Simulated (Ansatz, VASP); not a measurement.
Two plane-wave programs on Sb

```
Sb
1.0
     3.11587    0.00742    0.01558
     0.01438    6.22897   -0.01156
     0.02960   -0.01146    6.23067
Sb
4
Direct
  0.00020 0.99911 0.24976
  0.99953 0.99928 0.75002
  0.99896 0.50041 0.24882
  0.00131 0.50119 0.75140
```

Change from the starting cell: cell x4, atoms moved at random (sigma 0.1 Å) and cell strained at random (1.5 %), then relaxed without symmetry.

Alike in both runs: functional PBE; k mesh 8 × 4 × 4; occupations gaussian, width 0.2 eV; no spin polarisation.

Ansatz relaxed the structure, and its values are those at the end. VASP's run is a single point on that final structure, the one shown.

|  | VASP | Ansatz |
| --- | --- | --- |
| version | VASP 6.6.1 | Ansatz 0.2.0 |
| potentials or method | VASP PAW PBE potentials, release 64 (Sb) | scalar-relativistic, plane waves, PAW |
| plane-wave cutoff (eV) | 520 | 420 |
| valence electrons in the cell | 20 | 60 |

|  | VASP | Ansatz | Ansatz less VASP |
| --- | --- | --- | --- |
| gap on the k mesh at the Fermi level (eV) | none | none | - |
| pressure (GPa) | -0.1 | -0.1 | +0.02 |
| rms of the force components (eV/Å) | 0.005 | 0.004 | -0.0007 |

A gap of «none» marks a metal or a gap that the smearing closes. The two sets of potentials don't hold the same shells in valence.

Spin-orbit coupling is left out, which matters for the levels of Sb.
